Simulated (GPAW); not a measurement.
Crystal: TiC.

```
CELL_PARAMETERS angstrom
0.00000 2.16572 2.16572
2.16572 0.00000 2.16572
2.16572 2.16572 0.00000
ATOMIC_POSITIONS crystal
Ti 0.00000 0.00000 0.00000
C 0.50000 0.50000 0.50000
```

The cell is a database's computed one.

```yaml
Program: GPAW 26.7.0
Task: relaxation of cell and atoms
Functional: PBEsol
Potentials_or_basis: PAW data sets generated in the run's folder for this functional
Cutoff: 800 eV
Basis: pw
k_mesh: 11 × 11 × 11
Occupations: fermi-dirac, width 0.05 eV
Spin: no spin polarisation
```

At the start: pressure -5.9 GPa; volume 10.16 Å³/atom.

**Question.** Where does the relaxation end?

**Answer.** Over 3 steps the energy falls by 3.4 meV/atom and the volume is 9.93 Å³/atom (-2.3 %); space group Fm-3m (No. 225, to 0.05 Å).

The path:
```csv
step,energy change (eV),largest force (eV/Å),pressure (GPa),volume (Å³)
1,0.0000,0.0000,-5.85,20.32
2,-0.0043,0.0000,-3.87,20.16
3,-0.0069,0.0000,0.09,19.85
```

Final structure:
```
Ti C
1.0
     0.00000    2.14910    2.14910
     2.14910    0.00000    2.14910
     2.14910    2.14910    0.00000
Ti C
1 1
Direct
  0.00000 0.00000 0.00000
  0.50000 0.50000 0.50000
```

Caveat: later steps reuse the first step's grids.
